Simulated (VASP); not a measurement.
A run of VASP 6.6.1 is set up as follows.

INCAR

```
SYSTEM = B
ALGO = Normal ; EDIFF = 1E-6
ENCUT = 520 ; GGA = PS
ISIF = 2 ; ISMEAR = -1
LASPH = .TRUE. ; LCHARG = .TRUE.
LELF = .TRUE. ; LREAL = .FALSE.
LVHAR = .TRUE. ; LWAVE = .FALSE.
NBANDS = 14 ; NELM = 100
PREC = Accurate ; SIGMA = 0.1
```

The input KPOINTS:

```
k-points
0
G
  9 9 4
  0 0 0
```

The input POSCAR:

```
B
1.0
    3.0710600000      0.0000000000      0.0000000000
   -1.5355300000      2.6596200000      0.0000000000
    0.0000000000      0.0000000000      6.5652900000
B
4
Direct
    0.3333333333      0.6666666667      0.7407700000
    0.3333333333      0.6666666667      0.2592300000
    0.6666666667      0.3333333333      0.7407700000
    0.6666666667      0.3333333333      0.2592300000
```

Potentials or basis: VASP PAW PBE potentials, release 64 (B).

Launch:

```sh
$ cat potpaw_PBE.64/B/POTCAR > POTCAR
$ mpirun -np 1 vasp_std > vasp.out
```

Problem. Predict the pressure.

Solution. -14.9 GPa.

Problem. Estimate the largest force.

Solution. 0.128 eV/Å.

Forces on the atoms (eV/Å):
```
B    0.000  0.000 -0.128
B    0.000  0.000  0.128
B    0.000  0.000 -0.128
B    0.000  0.000  0.128
```

Caveat: the PAW data sets were made with another functional, which shifts forces and pressure a little; this functional lacks dispersion, which binds the layers, so the pressure and a relaxed spacing across them are unreliable.
